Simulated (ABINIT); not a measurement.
Crystal: WS2.

```
CELL_PARAMETERS angstrom
1.57900 0.91164 6.16333
-1.57900 0.91164 6.16333
0.00000 -1.82327 6.16333
ATOMIC_POSITIONS crystal
W 0.00000 0.00000 0.00000
S 0.58100 0.58100 0.58100
S 0.75030 0.75030 0.75030
```

Measurements of this composition are mostly on another form, of space group No. 194.

- Program: ABINIT 10.8.3 (patched build)
- Task: relaxation of cell and atoms
- Functional: PBEsol
- Potentials or basis: JTH PAW PBE v2.0
- Cutoff: 544 eV
- k mesh: 8 × 8 × 8
- Occupations: fermi-dirac, width 0.05 eV
- Spin: no spin polarisation

At the start: pressure -0.2 GPa; volume 17.74 Å³/atom.

Q: How do energy, volume and symmetry change on relaxing?

A: Over 11 steps the energy falls by 3.2 meV/atom and the volume is 18.27 Å³/atom (+3.0 %); space group R3m (No. 160, to 0.05 Å).

The path:
```tsv
step	energy change (eV)	largest force (eV/Å)	pressure (GPa)	volume (Å³)
1	0.0000	0.6018	-0.20	53.23
2	-0.0044	0.2984	-0.10	53.20
3	-0.0062	0.0411	0.05	53.16
4	-0.0063	0.0489	0.06	53.17
5	-0.0070	0.0829	0.16	53.27
6	-0.0072	0.0778	0.20	53.34
7	-0.0081	0.0851	0.29	53.67
8	-0.0088	0.0640	0.30	54.08
9	-0.0095	0.0328	0.18	54.53
10	-0.0096	0.0089	0.05	54.83
11	-0.0096	0.0023	0.01	54.82
```

Final structure:
```xyz
3
Lattice="1.5751 0.9094 6.3788 -1.5751 0.9094 6.3788 0.0000 -1.8188 6.3788" Properties=species:S:1:pos:R:3 pbc="T T T"
W     0.0000    0.0000   -0.0128
S     0.0000    0.0000   11.1767
S     0.0000    0.0000   14.3123
```

Caveat: the PAW data sets were made with another functional, which shifts forces and pressure a little.
